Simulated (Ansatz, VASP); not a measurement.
Na2H: VASP beside Ansatz

```
CELL_PARAMETERS angstrom
3.31402 0.00000 0.00000
0.00000 3.31402 0.00000
0.00000 0.00000 6.16917
ATOMIC_POSITIONS crystal
Na 0.00000 0.00000 0.04459
Na 0.50000 0.50000 0.52199
H 0.00000 0.00000 0.43342
```

Change from the starting cell: the structure that the rattled cell fell into.

Alike in both runs: functional PBE; k mesh 6 × 6 × 4; occupations gaussian, width 0.1 eV; no spin polarisation.

Ansatz relaxed the structure, and its values are those at the end. VASP's run is a single point on that final structure, the one shown.

|  | VASP | Ansatz |
| --- | --- | --- |
| version | VASP 6.6.1 | Ansatz 0.2.0 |
| potentials or method | VASP PAW PBE potentials, release 64 (Na_pv, H) | scalar-relativistic, plane waves, PAW |
| plane-wave cutoff (eV) | 520 | 420 |
| valence electrons in the cell | 15 | 19 |

```csv
,VASP,Ansatz,Ansatz less VASP
gap on the k mesh at the Fermi level (eV),none,none,-
pressure (GPa),0.0,0.0,+0.01
rms of the force components (eV/Å),0.005,0.005,+0.0007
```

A gap of «none» marks a metal or a gap that the smearing closes. The two sets of potentials don't hold the same shells in valence.
